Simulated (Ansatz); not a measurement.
Ni: equation of state with LDA

Crystal: Ni.

```
Ni
1.0
    -1.38372    1.38372    1.38372
     1.38372   -1.38372    1.38372
     1.38372    1.38372   -1.38372
Ni
1
Direct
  0.00000 0.00000 0.00000
```

This isn't the form of Ni at room conditions, which is fcc.

```yaml
Program: Ansatz 0.2.0
Task: equation of state
Functional: LDA
Potentials_or_basis: all-electron LAPW, scalar-relativistic
Basis_error_allowed: 0.001 eV/atom
k_mesh: 13 × 13 × 13
Occupations: fermi-dirac, width 0.05 eV
Spin: collinear spin, ferromagnetic start
Starting_moments: "[1.0] μB"
```

| Item | Value |
| --- | --- |
| Equilibrium volume | 10.05 Å³/atom (rough: see the caveat) |
| Bulk modulus | 210 GPa (rough) |

Energy against volume, from the lowest point:
| volume (Å³/atom) | energy (meV/atom) |
| --- | --- |
| 9.962 | 0.00 |
| 10.174 | 0.43 |
| 10.385 | 6.36 |
| 10.597 | 17.45 |
| 10.809 | 33.56 |
| 11.021 | 54.16 |
| 11.233 | 78.76 |

All runs of the series together: 43 s on 2 threads of Arm Neoverse V2 (shared host).

Caveat: the fit is doubtful: noisy points or a state that changes with volume.
